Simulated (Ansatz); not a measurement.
# Sb: how well frozen cores do

Does the method matter for Sb? The same cell, functional and mesh are run with full-potential LAPW, PAW on the default files and all-electron PAW on datasets made for the crystal.

Program: Ansatz 0.2.0. Level of theory: DFT PBE, scalar-relativistic. These are calculated values, not measurements.

**1. Starting point**

Symmetry: P6_3/mmc, No. 194, hexagonal system. Conventional cell: a = 3.369 Å, b = 3.369 Å, c = 5.330 Å, α = 90.00°, β = 90.00°, γ = 120.00°. Around Sb (site symmetry -6m2) lie 12 Sb at 3.30 to 3.37 Å.

Structure file:

```
Sb
1.0
     3.36900    0.00000    0.00000
    -1.68450    2.91764    0.00000
     0.00000    0.00000    5.33000
Sb
2
Direct
  0.33333 0.66667 0.25000
  0.66667 0.33333 0.75000
```

Structure: COD 1539203, as refined from experiment and not relaxed.

Atoms are numbered in the order of the input: Sb1, Sb2.

**2. Full-potential LAPW**

input.yaml

```yaml
crystal:
  lattice:
    - [3.3690001795, 0.0, 0.0]
    - [-1.6845000898, 2.9176397408, 0.0]
    - [0.0, 0.0, 5.33]
  atoms:
    - { symbol: Sb, position: [0.3333333333, 0.6666666667, 0.25] }
    - { symbol: Sb, position: [0.6666666667, 0.3333333333, 0.75] }
kpoints:
  mp_grid: { grid: [12, 12, 7] }
  band_path:
    path:
      - [0.0, 0.0, 0.0]
      - [0.5, 0.0, 0.0]
      - [0.3333333333, 0.3333333333, 0.0]
      - [0.0, 0.0, 0.0]
      - [0.0, 0.0, 0.5]
      - [0.5, 0.0, 0.5]
      - [0.3333333333, 0.3333333333, 0.5]
      - [0.0, 0.0, 0.5]
      - [0.5, 0.0, 0.5]
    npoints: 14
scf:
  occupations: { method: fermi_dirac, width: 0.05 }
hamiltonian:
  xc: pbe
  pseudopotentials: { kind: all_electron, lapw: { basis_error: 0.0005 } }
output:
  forces: true
  stress: true
  eigenvalues: true
  populations: true
  dos: { projected: true, de: 0.2, e_range: [-14, 8] }
```

Command:

```bash
$ ansatz run input.yaml --threads 1 --pin off --max-ram 3072MiB --backend cpu --events-out ev --progress --plain --runs-dir out
```

Output:

```text
Sb: projections on atomic orbitals take those of the free atom 1s2 2s2 2p6 3s2 3p6 3d10 4s2 4p6 4d10 5s2 5p3, of charge +0.00 (hamiltonian.pseudopotentials.projection_atoms)
LAPW: plane waves up to 6.832 Å⁻¹, error target 5.0e-4 eV per atom; small_component_spin mean_spin; Sb in spheres of 1.650 Å, 23 of its electrons in bands, Dirac shells []
Engine: ansatz 0.2.0
Pseudopotentials: kind: all_electron
Pseudopotential: Sb, LAPW, valence charge 23, Koelling and Harmon's equation, gaussian nucleus
Functional definition: PBE
  parameter kappa = 0.804
  parameter beta = 0.06672455060314922
  exchange = pbe_x(kappa = kappa, mu = beta*pi^2/3)
  correlation = pbe_c(beta = beta)
Crystal: 2 atoms, lattice volume = 52.391 Å³
Basis set: ecut = 177.81674114295058 eV, 287 PW (Γ), exchange–correlation at level 2
Bands: 28, of which v1, the nominal top of the filled ones, is band 23 counted from 1 (22 counted from 0)
Symmetry: 24 space group operations
Space group: P63/mmc (ITA 194), of the structure as read, at distance tolerance 3.7e-5 Å
k-points: 76 of 1008
Non-local potential: Sb, projectors of the file, none
Initial density: superposition of atomic densities (chi_scale 0.1, normalization cell)
Initial wavefunctions: plane waves of lowest kinetic energy (no species holds an atomic orbital)
Functional: x = pbe(κ = 0.804, μ = 0.2195149727645171), c = pbe(β = 0.06672455060314922)
iter 1 solved again at ethr=1.30e-5 eV; its pass at ethr=1.00e-1 eV (dr2=5.97e-3 eV) is discarded
SCF iter   1: F=—  HF=-352735.817205 eV  |F-HF|=—  |Δ(HF+E_count)|=         —  Δρ=4.43e-3  dr2=6.04e-3  ethr=1.30e-5  ⟨swp⟩=3.9  Hψ=15207  notcnv=0
preconditioner: auto → Kerker (q_TF=auto, 2.670 Å⁻¹)  [metal: Δε(μ)=0.025 eV  Ē_g=9.539 eV  σ=0.050 eV  W_gap=0.13  n_scr=22 (ndim 8)  ℏωp=16.2 eV  f_vac=0.000  D(μ)=1.25/eV (n_scr^D=2)]
SCF iter   2: F=—  HF=-352735.804291 eV  |F-HF|=—  |Δ(HF+E_count)|=   1.29e-2  Δρ=2.64e-3  dr2=2.62e-3  ethr=1.30e-5  ⟨swp⟩=2.0  Hψ=6325  notcnv=0
SCF iter   3: F=—  HF=-352735.803694 eV  |F-HF|=—  |Δ(HF+E_count)|=   5.97e-4  Δρ=1.26e-3  dr2=7.91e-4  ethr=5.69e-6  ⟨swp⟩=2.0  Hψ=6327  notcnv=0
SCF iter   4: F=—  HF=-352735.803789 eV  |F-HF|=—  |Δ(HF+E_count)|=   9.49e-5  Δρ=6.46e-4  dr2=2.52e-4  ethr=1.72e-6  ⟨swp⟩=2.0  Hψ=6323  notcnv=0
iter 5 solved again at ethr=1.95e-8 eV; its pass at ethr=5.48e-7 eV (dr2=8.95e-6 eV) is discarded
SCF iter   5: F=—  HF=-352735.803884 eV  |F-HF|=—  |Δ(HF+E_count)|=   9.47e-5  Δρ=1.19e-4  dr2=8.90e-6  ethr=1.95e-8  ⟨swp⟩=2.0  Hψ=10692  notcnv=0
SCF iter   6: F=—  HF=-352735.803884 eV  |F-HF|=—  |Δ(HF+E_count)|=   9.69e-7  Δρ=3.50e-5  dr2=5.01e-7  ethr=1.94e-8  ⟨swp⟩=2.0  Hψ=6323  notcnv=0
SCF iter   7: F=-352735.803885 eV  HF=-352735.803885 eV  |F-HF|=1.23e-8  |Δ(HF+E_count)|=   2.57e-7  Δρ=7.63e-6  dr2=3.25e-8  ethr=1.09e-9  ⟨swp⟩=3.0  Hψ=6510  notcnv=0
SCF 1 converged in 7 iterations: F = -352735.803885 eV  dr2 = 3.25e-8
NSCF: frozen V_eff on 113 k-points
SCF converged after 7 iterations
Free energy (F): -352735.803885 eV
Harris-Foulkes:  -352735.803885 eV  (|F-HF|=1.23e-8)
Internal energy: -352735.793426 eV  (E = F + TS)
E sigma→0 (E₀):  -352735.798655 eV
Entropy (-TS):   -0.010459 eV (-5.229 meV/atom)
Fermi energy:    15.199844 eV
--- Per-component energies (eV) ---
  E_band       = -1690.568698
  E_kinetic    = 371744.623996
  E_xc         = -9287.831939
  E_electrostatic = -715192.585483  (all electrons and nuclei)
  E_smearing   = -0.010459  (= −TS)
  E_closure    = 0.000000  (closes the sum)
  E_atoms      = -352728.128962  (free atoms, spherical and without spin; not in F)
  Σ components = -352735.803885   (vs F -352735.803885, Δ=0.00e0)
  Basis errors (estimates in eV, not in F): energy 1.1e-4 per atom: plane waves 1.1e-4 (5.5e-5 summed), levels above the bands 5.2e-63, relativity 4.1e-9, radial functions 2.6e-6, core shells 4.9e-11; eigenvalues (radial functions only) 3.1e-6; not estimated: angular momenta, meshes, grids; target (lapw.basis_error) 5.0e-4; muffin-tin radii Sb 1.650 Å
--- Forces (eV/Å), atoms counted from 1 ---
  atom   1  Sb    -0.00000000    -0.00000000     0.00000000
  atom   2  Sb     0.00000000     0.00000000     0.00000000
  max |Σ_I F_I| component: 3.47e-18 eV/Å
--- Stress (GPa, compression-positive) ---
        3.406628       0.000000       0.000000
        0.000000       3.406628       0.000000
        0.000000       0.000000       2.281787
  P = ⅓ Tr σ = 3.0317 GPa (30.317 kbar)
--- Band table (eV; the first three rows and the last of 76) ---
  k-point 0: bands = ["-129.3651", "-129.3650", "-82.3409", "-82.3390", "-82.3320", "-82.3320", "-82.3316", "-82.3316", "-14.1747", "-14.1702", "-14.1596", "-14.1596", "-14.1583", "-14.1583", "-14.1544", "-14.1544", "-14.0949", "-14.0949", "2.0192", "6.2588", "9.2322", "18.5066", "18.5066", "20.3141", "20.3141", "21.2410", "22.7166", "24.0815"]
  k-point 1: bands = ["-129.3651", "-129.3650", "-82.3408", "-82.3391", "-82.3320", "-82.3320", "-82.3316", "-82.3316", "-14.1744", "-14.1703", "-14.1671", "-14.1671", "-14.1563", "-14.1563", "-14.1474", "-14.1474", "-14.0964", "-14.0964", "2.1284", "5.6768", "10.0313", "18.5909", "18.5909", "20.2146", "20.2339", "20.2339", "22.7979", "24.2417"]
  k-point 2: bands = ["-129.3651", "-129.3650", "-82.3406", "-82.3393", "-82.3319", "-82.3319", "-82.3317", "-82.3317", "-14.1735", "-14.1709", "-14.1709", "-14.1707", "-14.1610", "-14.1610", "-14.1340", "-14.1340", "-14.1012", "-14.1012", "2.4555", "4.6742", "11.6809", "18.1291", "18.8330", "18.8330", "19.9909", "19.9909", "23.0434", "24.5810"]
  k-point 75: bands = ["-129.3650", "-129.3650", "-82.3399", "-82.3399", "-82.3326", "-82.3325", "-82.3325", "-82.3325", "-14.1829", "-14.1829", "-14.1605", "-14.1358", "-14.1222", "-14.1220", "-14.1220", "-14.1185", "-14.0940", "-14.0940", "7.2063", "7.2063", "10.7652", "10.7652", "11.5117", "12.2357", "18.3213", "18.3213", "22.5608", "23.4621"]
--- Löwdin populations: 2 sites ---
  site symbol       q [e]
     0     Sb     50.9396
     1     Sb     50.9396
  spilling = 0.001184 (of n_electrons = 102.000000)
```

It took 13 s on 1 thread of Intel Xeon 6975P-C (Granite Rapids), shared host; peak memory 0.41 GiB.

In short: pressure 3.03 GPa; no gap.

At the corners of the path (eV, zero at the Fermi level):

| point | band 19 | band 20 | band 21 | band 22 | band 23 | band 24 | band 25 |
| --- | --- | --- | --- | --- | --- | --- | --- |
| Γ | -13.18 | -8.94 | -5.97 | 3.31 | 3.31 | 5.11 | 5.11 |
| M | -9.60 | -8.22 | -4.25 | -2.92 | -2.42 | -0.22 | 0.10 |
| K | -8.35 | -8.35 | -4.68 | -2.08 | -2.08 | -0.89 | -0.89 |
| Γ | -13.18 | -8.94 | -5.97 | 3.31 | 3.31 | 5.11 | 5.11 |
| A | -11.85 | -11.85 | -0.46 | -0.46 | 4.21 | 4.21 | 4.21 |
| L | -8.63 | -8.63 | -5.51 | -5.51 | 1.45 | 1.45 | 2.01 |
| H | -7.97 | -7.97 | -4.51 | -4.51 | -3.35 | -3.35 | 3.37 |
| A | -11.85 | -11.85 | -0.46 | -0.46 | 4.21 | 4.21 | 4.21 |
| L | -8.63 | -8.63 | -5.51 | -5.51 | 1.45 | 1.45 | 2.01 |

States per cell in windows of 1 eV (zero at the Fermi level; grid of 0.20 eV, so sharp peaks spill over the borders):

| from | to | total | Sb 5p | Sb 5s |
| --- | --- | --- | --- | --- |
| -10 | -9 | 0.93 | 0.22 | 0.71 |
| -9 | -8 | 1.00 | 0.15 | 0.85 |
| -8 | -7 | 0.73 | 0.08 | 0.65 |
| -7 | -6 | 0.00 | 0.00 | 0.00 |
| -6 | -5 | 0.21 | 0.20 | 0.01 |
| -5 | -4 | 1.25 | 1.13 | 0.11 |
| -4 | -3 | 0.98 | 0.83 | 0.14 |
| -3 | -2 | 1.12 | 0.96 | 0.14 |
| -2 | -1 | 1.14 | 0.99 | 0.12 |
| -1 | 0 | 1.15 | 1.02 | 0.09 |
| 0 | 1 | 1.45 | 1.29 | 0.08 |
| 1 | 2 | 1.40 | 1.25 | 0.05 |
| 2 | 3 | 1.46 | 1.32 | 0.04 |
| 3 | 4 | 1.23 | 1.14 | 0.02 |
| 4 | 5 | 0.61 | 0.46 | 0.01 |

**3. PAW on the default files**

input.yaml, as its differences from that of step 2:

```diff
@@ -26,3 +26,3 @@
   xc: pbe
-  pseudopotentials: { kind: all_electron, lapw: { basis_error: 0.0005 } }
+  pseudopotentials: { kind: paw }
 output:
@@ -31,3 +31,9 @@
   eigenvalues: true
+  efg: { contact_densities: true }
   populations: true
+  bader: true
   dos: { projected: true, de: 0.2, e_range: [-14, 8] }
+  write_density: true
+  write_potential: true
+  elf: true
+  volumetric_format: npy
```

Command:

```bash
$ ansatz run input.yaml --threads 1 --pin off --max-ram 3072MiB --backend cpu --events-out ev --progress --plain --runs-dir out
```

Output:

```text
Sb: output.efg is read without spin–orbit coupling, which moves field gradients at and beside such atoms by some per cent and up to a factor of two; PAW files take it under magnetization.noncollinear and magnetization.spin_orbit
Engine: ansatz 0.2.0
Pseudopotentials: kind: paw
Pseudopotential: Sb, paw, valence charge 15, recommended cutoff 420 eV (normal)
Functional definition: PBE
  parameter kappa = 0.804
  parameter beta = 0.06672455060314922
  exchange = pbe_x(kappa = kappa, mu = beta*pi^2/3)
  correlation = pbe_c(beta = beta)
Crystal: 2 atoms, lattice volume = 52.391 Å³
Basis set: ecut = 420 eV, 1037 PW (Γ), exchange–correlation on 48×48×72 points (8 copies of the dense FFT grid, shifted against one another)
Bands: 19, of which v1, the nominal top of the filled ones, is band 15 counted from 1 (14 counted from 0)
Symmetry: 24 space group operations
Space group: P63/mmc (ITA 194), of the structure as read, at distance tolerance 3.7e-5 Å
k-points: 76 of 1008
Non-local potential: Sb, projectors of the file, l = 0: 2, l = 1: 2, l = 2: 2, l = 3: 2
PAW form: soft (Blöchl's): semilocal exchange-correlation on the pseudo side does not see the compensation charge
PAW one-centre angular grid: Sb, 590 points (default); XC on 64 Gauss nodes
Initial density: superposition of atomic densities (neutral atoms: chi_scale 0, normalization atom), corrected by the library's trained network
Initial wavefunctions: pseudopotential atomic-orbital guess
Functional: x = pbe(κ = 0.804, μ = 0.2195149727645171), c = pbe(β = 0.06672455060314922)
SCF iter   1: F=—  HF=-12968.399567 eV  |F-HF|=—  |Δ(HF+E_count)|=         —  Δρ=1.48e-3  dr2=7.32e-4  ethr=1.77e-3  ⟨swp⟩=5.9  Hψ=7136  notcnv=0
preconditioner: auto → Kerker (q_TF=auto, 2.486 Å⁻¹)  [metal: Δε(μ)=0.021 eV  Ē_g=8.637 eV  σ=0.050 eV  W_gap=0.10  n_scr=22 (ndim 8)  ℏωp=16.2 eV  f_vac=0.000  D(μ)=1.22/eV (n_scr^D=2)]
SCF iter   2: F=—  HF=-12968.398465 eV  |F-HF|=—  |Δ(HF+E_count)|=   1.10e-3  Δρ=9.59e-4  dr2=3.21e-4  ethr=2.44e-6  ⟨swp⟩=2.1  Hψ=3167  notcnv=0
SCF iter   3: F=—  HF=-12968.398602 eV  |F-HF|=—  |Δ(HF+E_count)|=   1.37e-4  Δρ=4.83e-4  dr2=9.17e-5  ethr=1.07e-6  ⟨swp⟩=2.0  Hψ=1800  notcnv=0
SCF iter   4: F=—  HF=-12968.398648 eV  |F-HF|=—  |Δ(HF+E_count)|=   4.63e-5  Δρ=1.36e-4  dr2=5.04e-6  ethr=3.06e-7  ⟨swp⟩=2.0  Hψ=1831  notcnv=0
SCF iter   5: F=—  HF=-12968.398646 eV  |F-HF|=—  |Δ(HF+E_count)|=   1.44e-6  Δρ=3.25e-5  dr2=3.70e-7  ethr=1.68e-8  ⟨swp⟩=2.0  Hψ=2559  notcnv=0
SCF iter   6: F=-12968.398646 eV  HF=-12968.398646 eV  |F-HF|=3.36e-9  |Δ(HF+E_count)|=   8.41e-8  Δρ=3.60e-6  dr2=9.98e-9  ethr=3.33e-10  ⟨swp⟩=9.9  Hψ=10196  notcnv=0
SCF 1 converged in 6 iterations: F = -12968.398646 eV  dr2 = 9.98e-9
NSCF: frozen V_eff on 113 k-points
SCF converged after 6 iterations
Free energy (F): -12968.398646 eV
Harris-Foulkes:  -12968.398646 eV  (|F-HF|=3.36e-9)
Internal energy: -12968.388202 eV  (E = F + TS)
E sigma→0 (E₀):  -12968.393424 eV
Entropy (-TS):   -0.010444 eV (-5.222 meV/atom)
Fermi energy:    12.163741 eV
--- Per-component energies (eV) ---
  E_band       = -276.063720
  E_kinetic    = 414.096600
  E_local      = -2823.288607  (includes V_loc(G=0)·N_el)
  E_nonlocal   = 723.018354
  E_hartree    = 1294.511494
  E_xc         = -277.592761
  E_vxc        = -193.396360  (∫ρ·V_xc dr)
  E_paw        = -9148.859530  (= ΣΔE_a)
  E_vpaw       = -985.511326  (= ΣTr[D̂ρ^β])
  E_aug_tail   = -0.000003  (compensation charges beyond the density's cutoff)
  E_ewald      = -3150.273749
  E_smearing   = -0.010444  (= −TS)
  E_closure    = 0.000000  (closes the sum)
  Σ components = -12968.398646   (vs F -12968.398646, Δ=0.00e0)
--- Forces (eV/Å), atoms counted from 1 ---
  atom   1  Sb    -0.00000000     0.00000000     0.00000000
  atom   2  Sb    -0.00000000    -0.00000000     0.00000000
  max |Σ_I F_I| component: 1.39e-17 eV/Å
--- Stress (GPa, compression-positive) ---
        3.402522      -0.000000       0.000000
        0.000000       3.402522       0.000000
        0.000000       0.000000       2.278983
  P = ⅓ Tr σ = 3.0280 GPa (30.280 kbar)
--- PAW observables at the nuclei: V_zz in 10²¹ V/m², potentials from the cell's mean, atoms counted from 1 ---
  atom   1  Sb V_zz =    +2.288224   η = 0.0000   by run symmetry: allowed
            electrostatic potential = -8412.213770 V   contact ρ = 1350149.194893 e/Å³
  atom   2  Sb V_zz =    +2.288224   η = 0.0000   by run symmetry: allowed
            electrostatic potential = -8412.213770 V   contact ρ = 1350149.194893 e/Å³
--- Band table (eV; the first three rows and the last of 76) ---
  k-point 0: bands = ["-17.2058", "-17.2013", "-17.1897", "-17.1897", "-17.1891", "-17.1891", "-17.1845", "-17.1845", "-17.1256", "-17.1256", "-1.0188", "3.2222", "6.1971", "15.4719", "15.4719", "17.2797", "17.2797", "18.2075", "19.6700"]
  k-point 1: bands = ["-17.2054", "-17.2014", "-17.1975", "-17.1975", "-17.1864", "-17.1864", "-17.1779", "-17.1779", "-17.1272", "-17.1272", "-0.9095", "2.6405", "6.9958", "15.5562", "15.5562", "17.1790", "17.1996", "17.1996", "19.7516"]
  k-point 2: bands = ["-17.2046", "-17.2018", "-17.2013", "-17.2013", "-17.1912", "-17.1912", "-17.1646", "-17.1646", "-17.1319", "-17.1319", "-0.5821", "1.6378", "8.6447", "15.0919", "15.7984", "15.7984", "16.9568", "16.9568", "19.9979"]
  k-point 75: bands = ["-17.2139", "-17.2139", "-17.1913", "-17.1666", "-17.1523", "-17.1521", "-17.1521", "-17.1486", "-17.1249", "-17.1249", "4.1696", "4.1696", "7.7299", "7.7299", "8.4764", "9.2003", "15.2861", "15.2861", "19.5223"]
--- Löwdin populations: 2 sites ---
  site symbol       q [e]
     0     Sb     14.9378
     1     Sb     14.9378
  spilling = 0.004149 (of n_electrons = 30.000000)
--- Bader charges: 2 sites ---
  site symbol  charge [e]  shift [e]
     0     Sb      0.0000     0.0000
     1     Sb      0.0000     0.0000
  estimated error of the sums over rays = 2.6e-5 e
```

It took 9 s on 1 thread of Intel Xeon 6975P-C (Granite Rapids), shared host; peak memory 0.45 GiB.

Result: pressure 3.03 GPa; no gap; Vzz Sb1 2.29 (η = 0.00) (10²¹ V/m²).

| atom | Bader charge (e) | basin volume (Å³) |
| --- | --- | --- |
| Sb1 | +0.00 | 26.20 |

Density in a lattice plane of the grid's cell (edges 3.37 and 5.33 Å, at 0.333 of the third edge), which holds Sb.

Ten even steps from '0' (0.11 e/Å³) to '9' (19.44 e/Å³):
```
0000000000000000
0000000000000000
0000000001121000
0000000013664200
0000000025996200
0000000013664200
0000000001221000
0000000000000000
0000000000000000
0000000000000000
0000000000000000
0000000000000000
0000000000000000
0000000000000000
0000000000000000
0000000000000000
0000000000000000
0000000000000000
0000000000000000
0000000000000000
```
Columns run along the first of these edges and rows up along the second, over one cell in 16 and 20 even steps from the bottom left corner. Atoms in the plane (fractional): Sb at (0.67, 0.75).

ELF in the same plane.

Ten even steps from ' ' (0.00) to '@' (0.44):
```
##++====++**%%@@@@@@@@@@@@@@@@@@
@@##++++**%%@@@@%%%%######%%@@@@
@@%%****%%@@@@%%**==::::--**%%@@
@@@@####%%@@%%##==..      ::**%%
@@@@%%##@@@@%%**--        ..++%%
@@@@####%%@@%%##==..      ::**%%
@@%%****##@@@@%%**==::::--**%%@@
@@##++++**%%@@@@%%%%######%%@@@@
##++====++**%%@@@@@@@@%%@@@@@@@@
**++++++++****##%%@@@@@@@@%%%%##
##%%%%%%%%####******************
@@@@@@@@@@@@%%##**++======++**%%
@@@@@@@@@@@@@@%%**++======++%%@@
@@@@@@%%@@@@@@@@##++======**%%@@
@@@@%%%%@@@@@@@@##++======**@@@@
@@@@@@@@@@@@@@@@##++======**%%@@
@@@@@@@@@@@@@@%%**++======++%%@@
@@@@@@@@@@@@%%##**++======++**%%
##%%%%%%%%####******************
**++++++++****##%%@@@@@@@@@@%%**
```
Columns run along the first of these edges and rows up along the second, over one cell in 16 and 20 even steps from the bottom left corner. Atoms in the plane (fractional): Sb at (0.67, 0.75).

Both are smooth fields of the valence electrons: close to the nuclei they are not physical.

The highest ELF values outside the cores: 0.46 beside Sb, off the lines to its neighbours, 1.3 Å from Sb.

**4. All-electron PAW on datasets made for the crystal**

input.yaml, as its differences from that of step 3:

```diff
@@ -21,3 +21,3 @@
       - [0.5, 0.0, 0.5]
-    npoints: 14
+    npoints: 8
 scf:
@@ -26,3 +26,3 @@
   xc: pbe
-  pseudopotentials: { kind: paw }
+  pseudopotentials: { kind: all_electron, datasets: crystal }
 output:
@@ -32,8 +32 @@
   efg: { contact_densities: true }
-  populations: true
-  bader: true
-  dos: { projected: true, de: 0.2, e_range: [-14, 8] }
-  write_density: true
-  write_potential: true
-  elf: true
-  volumetric_format: npy
```

Command:

```bash
$ ansatz run input.yaml --threads 1 --pin off --max-ram 3072MiB --backend cpu --events-out ev --progress --plain --runs-dir out
```

Output (excerpt; [...] marks lines left out):

```text
[...]
Sb: output.efg is read without spin–orbit coupling, which moves field gradients at and beside such atoms by some per cent and up to a factor of two; PAW files take it under magnetization.noncollinear and magnetization.spin_orbit
[...]
Pseudopotentials: kind: all_electron
Pseudopotential: Sb, paw, valence charge 15, recommended cutoff 160 eV (normal), Koelling and Harmon's equation, gaussian nucleus
Functional definition: PBE
[...]
Crystal: 2 atoms, lattice volume = 52.391 Å³
Basis set: ecut = 160 eV, 251 PW (Γ), exchange–correlation on 30×30×48 points (8 copies of the dense FFT grid, shifted against one another)
Bands: 9, of which v1, the nominal top of the filled ones, is band 5 counted from 1 (4 counted from 0)
Symmetry: 24 space group operations
Space group: P63/mmc (ITA 194), of the structure as read, at distance tolerance 3.7e-5 Å
k-points: 76 of 1008
[...]
       -0.000000       3.406686       0.000000
        0.000000       0.000000       2.281988
  P = ⅓ Tr σ = 3.0318 GPa (30.318 kbar)
  It holds what live shells' own plane waves past their cutoff add
--- PAW observables at the nuclei: V_zz in 10²¹ V/m², potentials from the cell's mean, atoms counted from 1 ---
  atom   1  Sb V_zz =    +2.258181   η = 0.0000   by run symmetry: allowed
            electrostatic potential = -8412.177244 V   contact ρ = 1350034.182083 e/Å³
  atom   2  Sb V_zz =    +2.258181   η = 0.0000   by run symmetry: allowed
            electrostatic potential = -8412.177244 V   contact ρ = 1350034.182083 e/Å³
--- Band table (eV; the first three rows and the last of 76) ---
  k-point 0: bands = ["2.0191", "6.2588", "9.2322", "18.5066", "18.5066", "20.3141", "20.3141", "21.2411", "22.7165"]
[...]
  guard bands above this table: 0 of the run's 9 bands, where the rule asks 2: the bands that hold charge and the lowest empty level above them stay in the table. A level can be missing at the table's top as with no guard band: raise scf.n_extra_bands
```

Run time: 5.6 s. Hardware: 1 thread of Intel Xeon 6975P-C (Granite Rapids), shared host; peak memory 0.42 GiB.

Read from it: pressure 3.03 GPa; no gap; Vzz Sb1 2.26 (η = 0.00) (10²¹ V/m²).

| atom | contact density (e/Å³) |
| --- | --- |
| Sb1 | 1350034 |

**5. The methods compared**

```
          method  pressure (GPa)  Vzz Sb1 (10²¹ V/m²)  SCF cycles, all passes
            LAPW            3.03                    –                       7
             PAW            3.03                 2.29                       6
crystal datasets            3.03                 2.26                       6
```

**6. Results**

| quantity | value |
| --- | --- |
| pressure | LAPW 3.03, PAW 3.03, crystal datasets 3.03 GPa |
| gap (LAPW) | none |
| Bader charges (PAW) | Sb1 +0.00 e |
| highest ELF (PAW) | 0.46, 1.28 Å from Sb |

What this shows: At this geometry the cell is under compression of 3.0 GPa, so it would expand if let go. There is no gap at this level; the crystal is a metal here. Within 0.3 eV of the Fermi level the largest projected share is Sb 5p (94 %). The projection holds only the free atom's occupied shells (Sb 5s, Sb 5p in this range). The field gradient at Sb1, the largest by crystal datasets, is 2.29 by PAW and 2.26 by crystal datasets (10²¹ V/m²), within 5 %. Spin–orbit coupling is left out, which moves gradients at and beside heavy atoms by some per cent and at worst by a factor of two. In pressure, PAW differs from LAPW by less than 0.01 GPa. Spin-orbit coupling is left out, though the cell holds Sb; in elements this heavy it can shift bands and gaps by tenths of an eV.
